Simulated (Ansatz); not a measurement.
# Si2Mo: pressure against volume

An exercise on one series of results from a longer session: the logs are not shown, and one member is left open.

Program: Ansatz 0.2.0. Level of theory: DFT PBEsol, scalar-relativistic. These are calculated values, not measurements.

**The starting structure**

Symmetry: I4/mmm, No. 139, tetragonal system. Conventional cell: a = 3.200 Å, b = 3.200 Å, c = 7.861 Å, α = 90.00°, β = 90.00°, γ = 90.00°. Si (site symmetry 4mm) is surrounded by 5 Si at 2.61 to 2.63 Å and 5 Mo at 2.62 Å. Mo (site symmetry 4/mmm) has 10 Si at 2.62 Å as nearest neighbours.

Structure file:

```
Si Mo
1.0
    -1.60000    1.60000    3.93050
     1.60000   -1.60000    3.93050
     1.60000    1.60000   -3.93050
Si Mo
2 1
Cartesian
  0.0000 0.0000 2.6177
  0.0000 0.0000 5.2433
  0.0000 0.0000 0.0000
```

Atoms are numbered in the order of the input: Si1, Si2, Mo3.

Set-up of the first run:

input.yaml reads:

```yaml
crystal:
  lattice:
    - [-1.5673377739, 1.5673377739, 3.8502632003]
    - [1.5673377739, -1.5673377739, 3.8502632003]
    - [1.5673377739, 1.5673377739, -3.8502632003]
  atoms:
    - { symbol: Si, position: [0.333, 0.333, 0.0] }
    - { symbol: Si, position: [0.667, 0.667, 0.0] }
    - { symbol: Mo, position: [0.0, 0.0, 0.0] }
kpoints:
  mp_grid: { grid: [12, 12, 16] }
  band_path:
    path:
      - [0.0, 0.0, 0.0]
      - [0.0, 0.0, 0.5]
      - [0.25, 0.25, 0.25]
      - [0.0, 0.5, 0.0]
      - [0.0, 0.0, 0.0]
      - [0.5, 0.5, -0.5]
      - [0.2914270847, 0.7085729153, -0.2914270847]
      - [-0.2914270847, 0.2914270847, 0.2914270847]
      - [0.0, 0.0, 0.0]
    npoints: 5
scf:
  occupations: { method: fermi_dirac, width: 0.03 }
hamiltonian:
  xc: pbesol
  pseudopotentials: { kind: all_electron, lapw: { basis_error: 0.001 } }
output:
  forces: true
  stress: true
  eigenvalues: true
```

Launch:

```
$ ansatz run input.yaml --threads 1 --pin off --max-ram 6144MiB --backend cpu --events-out ev --progress --plain --runs-dir out
```

Steps of the session up to this table: Volume × 0.94, LAPW; Volume × 0.94, PAW; Volume × 0.94, crystal datasets; Volume × 0.98, LAPW; Volume × 0.98, PAW; Volume × 0.98, crystal datasets; Volume × 1.01, LAPW; Volume × 1.01, PAW; Volume × 1.01, crystal datasets; Volume × 1.04, LAPW; Volume × 1.04, PAW; Volume × 1.04, crystal datasets.

One table of the session follows, with a row left open; its other results are not shown here.

It belongs to the step «The equation of state». 

```
          method  volume (Å³/atom)  largest force (eV/Å)
            LAPW            12.611                 0.232
            LAPW            13.148                 0.300
            LAPW            13.550                 0.345
            LAPW            13.953                 0.387
             PAW            12.611                 0.233
             PAW            13.148                 0.300
             PAW            13.550                     ?
             PAW            13.953                 0.388
crystal datasets            12.611                 0.232
crystal datasets            13.148                 0.300
crystal datasets            13.550                 0.345
crystal datasets            13.953                 0.387
```

**Question.** Estimate the row for PAW, 13.550.

**Answer.** largest force (eV/Å): 0.346. In the column «largest force (eV/Å)» it lies between crystal datasets, 13.550 (0.345) and LAPW, 13.953 (0.387).

Caveats from the session: Warnings in the runs' records: symmetry narrowed by mesh, gradients without spin orbit, crystal datasets made.
